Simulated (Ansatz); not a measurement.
Calculated ⁷³Ge NMR of the central transition for Ge under strain

Cell: an entry of the Crystallography Open Database (COD), relaxed with PBE at fixed cell and then changed (z stretched by 2 %, ions relaxed).

```
Ge
1.0
     5.93000    0.00000    0.00000
     0.00000    5.93000    0.00000
     0.00000    0.00000    7.11960
Ge
12
Direct
  0.08854 0.08854 0.00000
  0.41146 0.58854 0.75000
  0.91146 0.91146 0.50000
  0.58854 0.41146 0.25000
  0.17038 0.36883 0.25497
  0.13117 0.67038 0.00497
  0.82962 0.63117 0.75497
  0.86883 0.32962 0.50497
  0.67038 0.13117 0.99503
  0.63117 0.82962 0.24503
  0.32962 0.86883 0.49503
  0.36883 0.17038 0.74503
```

Atom numbers follow the list; atoms alike are taken as one site, whose name carries the number of the first.

Method: Kohn–Sham DFT in Ansatz, PBE, plane waves and PAW, scalar-relativistic, 420 eV cutoff, Γ-centred 8×8×7 k-points, Fermi–Dirac smearing 0.02 eV.

⁷³Ge has I = 9/2 and Q = -196.0 mb (Pyykkö 2018); at 18.8 T its Larmor frequency is ν₀ = 28.0 MHz. Only the quadrupole interaction is simulated: positions count from each site's isotropic chemical shift, and shift anisotropy, dipolar and J coupling are left out.

The Ge sites: Ge1 (atoms 1, 2, 3, 4; 4 Ge at 2.49–2.51 Å); Ge5 (atoms 5, 6, 7, 8, 9, 10, …; 4 Ge at 2.49–2.53 Å).

Fitted components of the simulated spectrum:

```json
{"component": "A", "|C_Q| (MHz)": "19.6", "η": "0.79"}
{"component": "B", "|C_Q| (MHz)": "28.4", "η": "0.77"}
```

Task: Which site most likely gives which component?

Result: By the calculation, A is Ge1, B is Ge5. Like point charges on the first shell alone (each adding as 1/d³) would put Ge1 above Ge5: the covalent part of each bond and the atoms beyond the first shell count as well.
